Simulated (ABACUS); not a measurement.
Wanted: the native input for an ABACUS 3.10.1 run.

- Task: band structure
- Functional: HLE16
- Potentials or basis: PseudoDojo NC SR 0.5 PBE standard
- Cutoff: 1116 eV
- Density cutoff: 4463 eV
- Basis: plane waves
- Occupations: fermi-dirac, width 0.05 eV
- Spin: no spin polarisation
- Radial cutoff of the potentials (pseudo_rcut): 7 bohr
- Threshold of the eigensolver: 1e-07 Ry
- Density: read from an earlier self-consistent run
- Path: G-X-W-K-G-L-U-W-L-K, U-X
- Points for each segment of the path: 10
- SCF threshold on the density: 1e-08
- Max SCF steps: 100
- Eigensolver: dav
- Mixing: broyden
- Mixing share: 0.7
- Symmetry key: -1
- Bands: 19

Pd:

```
CELL_PARAMETERS angstrom
-1.94650 0.00000 1.94650
0.00000 1.94650 1.94650
-1.94650 1.94650 0.00000
ATOMIC_POSITIONS crystal
Pd 0.00000 0.00000 0.00000
```

One way to write it, as run:

INPUT

```
INPUT_PARAMETERS
suffix              Pd
calculation         nscf
basis_type          pw
pseudo_dir          ./
symmetry            -1
dft_functional      GGA_XC_HLE16
ecutwfc             82.0
pseudo_rcut         7
nspin               1
nbands              19
ks_solver           dav
smearing_method     fd
smearing_sigma      0.00367493
scf_thr             1e-08
scf_nmax            100
mixing_type         broyden
mixing_beta         0.7
init_chg            file
pw_diag_thr         1e-07
out_band            1
kpar                4
```

STRU

```
ATOMIC_SPECIES
Pd 106.4200 Pd.upf

LATTICE_CONSTANT
1.8897261246

LATTICE_VECTORS
-1.9465000000 0.0000000000 1.9465000000
0.0000000000 1.9465000000 1.9465000000
-1.9465000000 1.9465000000 0.0000000000

ATOMIC_POSITIONS
Direct

Pd
0.0
1
0.0000000000 0.0000000000 0.0000000000 1 1 1
```

KPT

```
K_POINTS
12
Line
0.00000000 0.00000000 0.00000000 10 // G
0.50000000 0.00000000 0.50000000 10 // X
0.50000000 0.25000000 0.75000000 10 // W
0.37500000 0.37500000 0.75000000 10 // K
0.00000000 0.00000000 0.00000000 10 // G
0.50000000 0.50000000 0.50000000 10 // L
0.62500000 0.25000000 0.62500000 10 // U
0.50000000 0.25000000 0.75000000 10 // W
0.50000000 0.50000000 0.50000000 10 // L
0.37500000 0.37500000 0.75000000 1 // K
0.62500000 0.25000000 0.62500000 10 // U
0.50000000 0.00000000 0.50000000 1 // X
```

Potentials or basis: PseudoDojo NC SR 0.5 PBE standard, plane waves.

Command:

```console
$ OMP_NUM_THREADS=1 mpirun -np 4 abacus > log
```

Run time: 10 s on 4 MPI ranks on Intel(R) Xeon(R) Platinum 8259CL CPU @ 2.50GHz (Skylake/Cascade Lake) (shared host), peak memory 0.36 GiB a rank.
